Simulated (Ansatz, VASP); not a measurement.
One calculation of Ir, two programs

```
Ir
1.0
     2.57091    0.00000    0.00000
     0.00000    2.57091    0.00000
     0.00000    0.00000    2.57091
Ir
1
Direct
  0.00000 0.00000 0.00000
```

This isn't the form of Ir at room conditions, which is fcc.

Alike in both runs: task single point; functional PBE; k mesh 17 × 17 × 17; occupations fermi-dirac, width 0.08 eV; no spin polarisation.

|  | VASP | Ansatz |
| --- | --- | --- |
| version | VASP 6.6.1 | Ansatz 0.2.0 |
| potentials or method | VASP PAW PBE potentials, release 64 (Ir), cutoff 520 eV | all-electron LAPW, scalar-relativistic |

```csv
,VASP,Ansatz,Ansatz less VASP
pressure (GPa),0.1,-0.1,-0.16
```

Ansatz ran all-electron here, so the differences hold the error of VASP's frozen core and of both bases.

Spin-orbit coupling is left out, which matters for the levels of Ir.
